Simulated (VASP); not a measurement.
Write the native input for VASP 6.6.1 that does the following.

```yaml
Task: relaxation of cell and atoms
Functional: r2SCAN
Potentials_or_basis: VASP PAW PBE potentials, release 64 (Cu, I)
Cutoff: 600 eV
k_mesh: 8 × 8 × 8
Occupations: gaussian, width 0.03 eV
Spin: no spin polarisation
Target_pressure: 0.63 GPa
Further_INCAR_settings: ALGO = Normal; EDIFF = 1e-07; IBRION = 2; EDIFFG = -0.005; NSW = 90; ISIF = 3
Target_pressure: 0.63 GPa
```

The structure of CuI (Marshite) lies in POSCAR:

```
CuI                                     
1.0
    0.0000000000      2.9942900598      2.9942900598
    2.9942900598     -0.0000000000      2.9942900598
    2.9942900598      2.9942900598      0.0000000000
  Cu              I             
     1     1
Direct
     0.2500000000000000    0.2500000000000000    0.2500000000000000
     0.0000000000000000    0.0000000000000000    0.0000000000000000
```

The input as run:

INCAR

```
SYSTEM = CuI
PREC = Accurate
ENCUT = 600
EDIFF = 1E-7
ISMEAR = 0
SIGMA = 0.03
LREAL = .False.
LASPH = .True.
NELM = 80
ALGO = Normal
ISIF = 3
LWAVE = .False.
LCHARG = .False.
METAGGA = R2SCAN
LMIXTAU = .True.
IBRION = 2
NSW = 90
EDIFFG = -0.005
PSTRESS = 6.3
```

KPOINTS

```
regular mesh
0
Gamma
  8 8 8
  0 0 0
```

Potentials or basis: VASP PAW PBE potentials, release 64 (Cu, I).

The run is started by

```sh
$ cat potpaw_PBE.64/Cu/POTCAR potpaw_PBE.64/I/POTCAR > POTCAR
$ mpirun -np 1 vasp_std > vasp.out
```

Results of the run:

```yaml
Relaxed_volume: 26.92 Å³/atom
Relaxed_cell: a = 4.238 Å, b = 4.238 Å, c = 4.238 Å, α = 60.00°, β = 60.00°, γ = 60.00°
Space_group_after_relaxing_to_0.05_Å: F-43m (No. 216)
Energy_change_on_relaxing_the_enthalpy_is_what_falls: -0.3 meV/atom
Ionic_steps: 3
Pressure_after_relaxing: 0.6 GPa
Band_gap_on_the_k_mesh: 1.72 eV, direct
```

Caveat: the cell is relaxed towards a set pressure, so the enthalpy falls and the energy may rise; the PAW data sets were made with another functional, which shifts forces and pressure a little; spin-orbit coupling is left out, which moves the levels of the heavy elements.

Wall time 120 s on 1 thread of Intel(R) Xeon(R) 6975P-C (Granite Rapids) (shared host), peak memory 0.22 GiB.
